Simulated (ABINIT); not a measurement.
# KTaO3 (Pm-3m) in ABINIT: equation of state with r2SCAN

Aim: the equation of state of KTaO3 with r2SCAN.

All numbers are computed with ABINIT 10.8.3 (patched build); they aren't measurements. Logs are shortened: lines on timing, memory, paths and dates and some standing lists are left out, and cuts for length are marked. The log counts tension as positive stress, the text compression.

## Step 1: Starting point

Symmetry: Pm-3m, No. 221, cubic system. Conventional cell: a = 3.988 Å, b = 3.988 Å, c = 3.988 Å, α = 90.00°, β = 90.00°, γ = 90.00°. Ta (site symmetry m-3m) has 6 O at 1.99 Å as nearest neighbours. K (site symmetry m-3m) is surrounded by 12 O at 2.82 Å. O (site symmetry 4/mmm) is surrounded by 2 Ta at 1.99 Å.

## Step 2: Equation of state, r2SCAN

The input, run.abi:

```
# Datasets: one volume each
ndtset 7
scalecart1 3*0.9795861087
scalecart2 3*0.9864848297
scalecart3 3*0.9932883884
scalecart4 3*1.0000000000
scalecart5 3*1.0066227096
scalecart6 3*1.0131594038
scalecart7 3*1.0196128224

# Pseudopotentials
pp_dirpath "./"
pseudos "Ta.GGA_PBE-JTH.xml, K.GGA_PBE-JTH.xml, O.GGA_PBE-JTH.xml"

# Structure
acell 7.5367947028 7.5367947028 7.5367947028
rprim
     1.0000000000     0.0000000000     0.0000000000
     0.0000000000     1.0000000000     0.0000000000
     0.0000000000     0.0000000000     1.0000000000
ntypat 3
znucl 73 19 8
natom 5
typat 1 2 3 3 3
xred
     0.0000000000     0.0000000000     0.0000000000
     0.5000000000     0.5000000000     0.5000000000
     0.0000000000     0.0000000000     0.5000000000
     0.0000000000     0.5000000000     0.0000000000
     0.5000000000     0.0000000000     0.0000000000

# Plane-wave basis
ecut 28.0
pawecutdg 50.0
pawovlp 30

# k points
kptopt 1
ngkpt 7 7 7
nshiftk 1
shiftk 0.0 0.0 0.0

# Exchange and correlation
ixc -497498
usekden 1
pawxcdev 0

# Bands and occupations
nband 24
occopt 3
tsmear 0.05 eV

# SCF cycle
nstep 100
tolvrs 1.0e-7

# Output
iomode 3
prtwf 0
prtden 0
prteig 0
prtebands 0
enunit 2
```

Potentials or basis: JTH PAW PBE v2.0.

Launch:

```console
$ mpirun --bind-to none -np 4 abinit run.abi > log 2>&1
```

run.abo:

```text
.Version 10.8.3 of ABINIT
 DATASET    1 : space group Pm -3 m (#221); Bravais cP (primitive cubic)
================================================================================
 Values of the parameters that define the memory need for DATASET  1.
     intxc =       0    ionmov =       0      iscf =      17    lmnmax =      18
     lnmax =       6     mgfft =      36  mpssoang =       3    mqgrid =    3001
     natom =       5  nloc_mem =       2    nspden =       1   nspinor =       1
    nsppol =       1      nsym =      48    n1xccc =       1    ntypat =       3
    occopt =       3   xclevel =       2
       mpw =        2878          nfft =       46656          nkpt =          20
Pmy_natom=         2
 PAW method is used; the additional fine FFT grid is defined by:
   mgfftf=        48    nfftf =    110592
================================================================================
================================================================================
[... 77 lines left out ...]
================================================================================
 Values of the parameters that define the memory need for DATASET  7.
     intxc =       0    ionmov =       0      iscf =      17    lmnmax =      18
     lnmax =       6     mgfft =      40  mpssoang =       3    mqgrid =    3001
     natom =       5  nloc_mem =       2    nspden =       1   nspinor =       1
    nsppol =       1      nsym =      48    n1xccc =       1    ntypat =       3
    occopt =       3   xclevel =       2
       mpw =        3225          nfft =       64000          nkpt =          20
Pmy_natom=         2
 PAW method is used; the additional fine FFT grid is defined by:
   mgfftf=        50    nfftf =    125000
================================================================================
================================================================================

--------------------------------------------------------------------------------
------------- Echo of variables that govern the present computation ------------
--------------------------------------------------------------------------------
 -outvars: echo values of preprocessed input variables --------
            acell      7.5367947028E+00  7.5367947028E+00  7.5367947028E+00 Bohr
              amu      1.80947900E+02  3.90983000E+01  1.59994000E+01
             ecut      2.80000000E+01 Hartree
           enunit           2
              ixc     -497498
           jdtset        1    2    3    4    5    6    7
         kptrlatt        7    0    0      0    7    0      0    0    7
          kptrlen1     5.16805758E+01
          kptrlen2     5.20445355E+01
          kptrlen3     5.24034746E+01
          kptrlen4     5.27575629E+01
          kptrlen5     5.31069609E+01
          kptrlen6     5.34518210E+01
          kptrlen7     5.37922876E+01
            natom           5
            nband          24
           ndtset           7
            ngfft1         36      36      36
            ngfft2         36      36      36
            ngfft3         36      36      36
            ngfft4         36      36      36
            ngfft5         40      40      40
            ngfft6         40      40      40
            ngfft7         40      40      40
          ngfftdg1         48      48      48
          ngfftdg2         48      48      48
          ngfftdg3         48      48      48
          ngfftdg4         48      48      48
          ngfftdg5         50      50      50
          ngfftdg6         50      50      50
          ngfftdg7         50      50      50
             nkpt          20
            nstep         100
             nsym          48
           ntypat           3
           occopt           3
        pawecutdg      5.00000000E+01 Hartree
          pawovlp      3.0000000000E+01
         pawxcdev           0
           prtden           0
        prtebands           0
           prteig           0
          prtkden           1
            prtwf           0
            rprim1     9.7958610870E-01  0.0000000000E+00  0.0000000000E+00
                       0.0000000000E+00  9.7958610870E-01  0.0000000000E+00
                       0.0000000000E+00  0.0000000000E+00  9.7958610870E-01
            rprim2     9.8648482970E-01  0.0000000000E+00  0.0000000000E+00
                       0.0000000000E+00  9.8648482970E-01  0.0000000000E+00
                       0.0000000000E+00  0.0000000000E+00  9.8648482970E-01
            rprim3     9.9328838840E-01  0.0000000000E+00  0.0000000000E+00
                       0.0000000000E+00  9.9328838840E-01  0.0000000000E+00
                       0.0000000000E+00  0.0000000000E+00  9.9328838840E-01
            rprim4     1.0000000000E+00  0.0000000000E+00  0.0000000000E+00
                       0.0000000000E+00  1.0000000000E+00  0.0000000000E+00
                       0.0000000000E+00  0.0000000000E+00  1.0000000000E+00
            rprim5     1.0066227096E+00  0.0000000000E+00  0.0000000000E+00
                       0.0000000000E+00  1.0066227096E+00  0.0000000000E+00
                       0.0000000000E+00  0.0000000000E+00  1.0066227096E+00
            rprim6     1.0131594038E+00  0.0000000000E+00  0.0000000000E+00
                       0.0000000000E+00  1.0131594038E+00  0.0000000000E+00
                       0.0000000000E+00  0.0000000000E+00  1.0131594038E+00
            rprim7     1.0196128224E+00  0.0000000000E+00  0.0000000000E+00
                       0.0000000000E+00  1.0196128224E+00  0.0000000000E+00
                       0.0000000000E+00  0.0000000000E+00  1.0196128224E+00
          spgroup         221
           tolvrs      1.00000000E-07
           tsmear      1.83746611E-03 Hartree
            typat      1  2  3  3  3
          usekden           1
           useylm           1
           xangst1     0.0000000000E+00  0.0000000000E+00  0.0000000000E+00
                       1.9534416373E+00  1.9534416373E+00  1.9534416373E+00
                       0.0000000000E+00  0.0000000000E+00  1.9534416373E+00
                       0.0000000000E+00  1.9534416373E+00  0.0000000000E+00
                       1.9534416373E+00  0.0000000000E+00  0.0000000000E+00
           xangst2     0.0000000000E+00  0.0000000000E+00  0.0000000000E+00
                       1.9671987218E+00  1.9671987218E+00  1.9671987218E+00
                       0.0000000000E+00  0.0000000000E+00  1.9671987218E+00
                       0.0000000000E+00  1.9671987218E+00  0.0000000000E+00
                       1.9671987218E+00  0.0000000000E+00  0.0000000000E+00
           xangst3     0.0000000000E+00  0.0000000000E+00  0.0000000000E+00
                       1.9807660384E+00  1.9807660384E+00  1.9807660384E+00
                       0.0000000000E+00  0.0000000000E+00  1.9807660384E+00
                       0.0000000000E+00  1.9807660384E+00  0.0000000000E+00
                       1.9807660384E+00  0.0000000000E+00  0.0000000000E+00
           xangst4     0.0000000000E+00  0.0000000000E+00  0.0000000000E+00
                       1.9941499986E+00  1.9941499986E+00  1.9941499986E+00
[... 38 lines left out ...]
            xcart5     0.0000000000E+00  0.0000000000E+00  0.0000000000E+00
                       3.7933543527E+00  3.7933543527E+00  3.7933543527E+00
                       0.0000000000E+00  0.0000000000E+00  3.7933543527E+00
                       0.0000000000E+00  3.7933543527E+00  0.0000000000E+00
                       3.7933543527E+00  0.0000000000E+00  0.0000000000E+00
            xcart6     0.0000000000E+00  0.0000000000E+00  0.0000000000E+00
                       3.8179872138E+00  3.8179872138E+00  3.8179872138E+00
                       0.0000000000E+00  0.0000000000E+00  3.8179872138E+00
                       0.0000000000E+00  3.8179872138E+00  0.0000000000E+00
                       3.8179872138E+00  0.0000000000E+00  0.0000000000E+00
            xcart7     0.0000000000E+00  0.0000000000E+00  0.0000000000E+00
                       3.8423062594E+00  3.8423062594E+00  3.8423062594E+00
                       0.0000000000E+00  0.0000000000E+00  3.8423062594E+00
                       0.0000000000E+00  3.8423062594E+00  0.0000000000E+00
                       3.8423062594E+00  0.0000000000E+00  0.0000000000E+00
             xred      0.0000000000E+00  0.0000000000E+00  0.0000000000E+00
                       5.0000000000E-01  5.0000000000E-01  5.0000000000E-01
                       0.0000000000E+00  0.0000000000E+00  5.0000000000E-01
                       0.0000000000E+00  5.0000000000E-01  0.0000000000E+00
                       5.0000000000E-01  0.0000000000E+00  0.0000000000E+00
            znucl       73.00000   19.00000    8.00000

================================================================================

 chkinp: Checking input parameters for consistency, jdtset=   1.

 chkinp: Checking input parameters for consistency, jdtset=   2.
[... 36 lines left out ...]
 getcut: wavevector=  0.0000  0.0000  0.0000  ngfft=  48  48  48
         ecut(hartree)=     50.000   => boxcut(ratio)=   2.04250

--- Pseudopotential description ------------------------------------------------
- pspini: atom type   1  psp file is ./Ta.GGA_PBE-JTH.xml
 Pseudopotential format is: paw10
 basis_size (lnmax)=  6 (lmn_size= 18), orbitals=   0   0   1   1   2   2
 Spheres core radius: rc_sph= 2.41973345
 Shapefunction is SIN type: shapef(r)=[sin(pi*r/rshp)/(pi*r/rshp)]**2
 Radius for shape functions =  2.11065461
 Compensation charge density is not taken into account in XC energy/potential

- pspini: atom type   2  psp file is ./K.GGA_PBE-JTH.xml
 Pseudopotential format is: paw10
 basis_size (lnmax)=  5 (lmn_size= 13), orbitals=   0   0   1   1   2
 Spheres core radius: rc_sph= 2.10865939
 Shapefunction is SIN type: shapef(r)=[sin(pi*r/rshp)/(pi*r/rshp)]**2
 Radius for shape functions =  2.00653367
 Compensation charge density is not taken into account in XC energy/potential

- pspini: atom type   3  psp file is ./O.GGA_PBE-JTH.xml
 Pseudopotential format is: paw10
 basis_size (lnmax)=  4 (lmn_size=  8), orbitals=   0   0   1   1
 Spheres core radius: rc_sph= 1.41465230
 Shapefunction is SIN type: shapef(r)=[sin(pi*r/rshp)/(pi*r/rshp)]**2
 Radius for shape functions =  1.20231231
 Compensation charge density is not taken into account in XC energy/potential

   4.13884705E+03                                ecore*ucvol(ha*bohr**3)
--------------------------------------------------------------------------------

================================================================================

--- !BeginCycle
iteration_state: {dtset: 1, }
solver: {iscf: 17, nstep: 100, nline: 4, wfoptalg: 10, }
tolerances: {tolvrs: 1.00E-07, }
...
[... 873 lines left out ...]
 getcut: wavevector=  0.0000  0.0000  0.0000  ngfft=  40  40  40
         ecut(hartree)=     28.000   => boxcut(ratio)=   2.21341

 getcut : COMMENT -
  Note that boxcut > 2.2 ; recall that boxcut=Gcut(box)/Gcut(sphere) = 2
  is sufficient for exact treatment of convolution.
  Such a large boxcut is a waste : you could raise ecut
  e.g. ecut=   34.294377 Hartrees makes boxcut=2

 Fine grid specifications (used for densities):

 getcut: wavevector=  0.0000  0.0000  0.0000  ngfft=  50  50  50
         ecut(hartree)=     50.000   => boxcut(ratio)=   2.07046
--------------------------------------------------------------------------------
[... 638 lines left out ...]
-Cartesian components of stress tensor (GPa)         [Pressure= -1.0920E+01 GPa]
- sigma(1 1)=  1.09195607E+01  sigma(3 2)=  0.00000000E+00
- sigma(2 2)=  1.09195607E+01  sigma(3 1)=  0.00000000E+00
- sigma(3 3)=  1.09195607E+01  sigma(2 1)=  0.00000000E+00

== END DATASET(S) ==============================================================
================================================================================

 -outvars: echo values of variables after computation  --------
            acell      7.5367947028E+00  7.5367947028E+00  7.5367947028E+00 Bohr
           etotal1    -9.0790956080E+01
           etotal2    -9.0794591114E+01
           etotal3    -9.0796718984E+01
           etotal4    -9.0797475399E+01
           etotal5    -9.0797039806E+01
           etotal6    -9.0795470176E+01
           etotal7    -9.0792906372E+01
            fcart1    -0.0000000000E+00 -0.0000000000E+00 -0.0000000000E+00
                      -0.0000000000E+00 -0.0000000000E+00 -0.0000000000E+00
                      -0.0000000000E+00 -0.0000000000E+00 -0.0000000000E+00
                      -0.0000000000E+00 -0.0000000000E+00 -0.0000000000E+00
                      -0.0000000000E+00 -0.0000000000E+00 -0.0000000000E+00
            fcart2    -0.0000000000E+00 -0.0000000000E+00 -0.0000000000E+00
                      -0.0000000000E+00 -0.0000000000E+00 -0.0000000000E+00
                      -0.0000000000E+00 -0.0000000000E+00 -0.0000000000E+00
                      -0.0000000000E+00 -0.0000000000E+00 -0.0000000000E+00
                      -0.0000000000E+00 -0.0000000000E+00 -0.0000000000E+00
[... 80 lines left out ...]
           xangst5     0.0000000000E+00  0.0000000000E+00  0.0000000000E+00
                       2.0073566750E+00  2.0073566750E+00  2.0073566750E+00
                       0.0000000000E+00  0.0000000000E+00  2.0073566750E+00
                       0.0000000000E+00  2.0073566750E+00  0.0000000000E+00
                       2.0073566750E+00  0.0000000000E+00  0.0000000000E+00
           xangst6     0.0000000000E+00  0.0000000000E+00  0.0000000000E+00
                       2.0203918237E+00  2.0203918237E+00  2.0203918237E+00
                       0.0000000000E+00  0.0000000000E+00  2.0203918237E+00
                       0.0000000000E+00  2.0203918237E+00  0.0000000000E+00
                       2.0203918237E+00  0.0000000000E+00  0.0000000000E+00
           xangst7     0.0000000000E+00  0.0000000000E+00  0.0000000000E+00
                       2.0332609084E+00  2.0332609084E+00  2.0332609084E+00
                       0.0000000000E+00  0.0000000000E+00  2.0332609084E+00
                       0.0000000000E+00  2.0332609084E+00  0.0000000000E+00
                       2.0332609084E+00  0.0000000000E+00  0.0000000000E+00
             xred      0.0000000000E+00  0.0000000000E+00  0.0000000000E+00
                       5.0000000000E-01  5.0000000000E-01  5.0000000000E-01
                       0.0000000000E+00  0.0000000000E+00  5.0000000000E-01
                       0.0000000000E+00  5.0000000000E-01  0.0000000000E+00
                       5.0000000000E-01  0.0000000000E+00  0.0000000000E+00
 Calculation completed.
```

Wall time 6.2 min (4 MPI ranks of Arm Neoverse V2, shared host); peak memory 0.8 GiB.

What came out:

```yaml
Equilibrium_volume: 12.72 Å³/atom
Bulk_modulus: 208 GPa
Pressure_derivative_of_the_bulk_modulus: 4.1
```

Energy against volume, from the lowest point:
```
volume (Å³/atom)  energy (meV/atom)
          11.927              35.48
          12.180              15.70
          12.434               4.12
          12.688               0.00
          12.942               2.37
          13.196              10.91
          13.449              24.87
```

Caveat: pressures at fixed basis lie under the slope of the energies; the PAW data sets were made with another functional, which shifts forces and pressure a little; the atomic spheres overlap. Spin-orbit coupling is left out, which matters for the levels of Ta.
